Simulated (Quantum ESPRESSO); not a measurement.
AlN under changes of volume

One of the cells (9.946 Å³/atom); the others are scaled copies at fixed shape and fractional positions:

```
CELL_PARAMETERS angstrom
3.31212 0.00000 0.00000
-1.65606 2.86838 0.00000
0.00000 0.00000 4.18756
ATOMIC_POSITIONS crystal
Al 0.66667 0.33333 0.25000
Al 0.33333 0.66667 0.75000
N 0.66667 0.33333 0.75000
N 0.33333 0.66667 0.25000
```

Measurements of this composition are mostly on another form, of space group No. 186.

* Program: Quantum ESPRESSO 7.5
* Functional: r2SCAN
* Potentials or basis: SG15 PBE 1.2
* Cutoff: 1197 eV
* Density cutoff: 4789 eV
* k mesh: 6 × 6 × 5
* Occupations: fermi-dirac, width 0.05 eV
* Spin: no spin polarisation

| volume (Å³/atom) | energy over the lowest point (meV/atom) | pressure (GPa) | gap on the mesh (eV) |
| --- | --- | --- | --- |
| 9.349 | 12.73 | 10.4 | 4.17 |
| 9.548 | 3.20 | 5.0 | 4.01 |
| 9.747 | 0.00 | 0.2 | 3.85 |
| 9.946 | ? | ? | ? |
| 10.145 | 10.23 | -8.2 | 3.53 |
| 10.344 | 22.62 | -11.8 | 3.38 |
| 10.543 | 39.25 | -15.0 | 3.23 |

Q: What does the run at 9.946 Å³/atom give?

A: Energy over the lowest point 2.53 meV/atom; pressure -4.2 GPa; gap on the mesh 3.69 eV.

Worked out: A Birch-Murnaghan fit of order 3 (a polynomial in V^(-2/3)) to the other rows has its minimum at 9.76 Å³/atom with B0 = V·E''(V) = 225 GPa and B' = 3.9 at fixed shape and positions, which overstates the stiffness. It gives 2.53 meV/atom at 9.946 Å³/atom, against the run's 2.53, and -dE/dV = -4.2 GPa, against -4.2. A straight line through the other rows of the gap, of slope -7.85 eV per unit of ln V (its deformation potential), gives 3.69 eV, against the run's 3.69.

Energies are extrapolated to zero smearing.

Caveats: the potentials were made for another functional, which shifts forces and pressure.
